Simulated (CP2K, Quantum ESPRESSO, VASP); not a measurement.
## One calculation of Y, 3 ways

```
Y
1.0
     3.64740    0.00000    0.00000
    -1.82370    3.15874    0.00000
     0.00000    0.00000    5.73060
Y
2
Direct
  0.66667 0.33333 0.75000
  0.33333 0.66667 0.25000
```

Alike in all runs: task band structure; functional PBE; k mesh 8 × 8 × 5; occupations fermi-dirac, width 0.05 eV; no spin polarisation; no spin-orbit coupling. Pressure is positive in compression and, in plane waves, holds the error of the finite cutoff.

| program and potentials | plane-wave cutoff (eV) | notes | pressure (GPa) |
| --- | --- | --- | --- |
| CP2K, POTENTIAL_UZH Y GTH-PBE-q11; TZVP-MOLOPT-PBE-GTH basis | - | atomic basis | -0.09 |
| Quantum ESPRESSO, PseudoDojo 0.4.1 SR PBE standard | 980 | - | ? |
| VASP, PBE PAW files Y_sv, 520 eV | 520 | - | -0.24 |

Estimate from the other rows what the run with Quantum ESPRESSO, PseudoDojo 0.4.1 SR PBE standard gave.

Pressure -0.13 GPa. The other rows, which needn't bracket it: pressure -0.24 to -0.09.
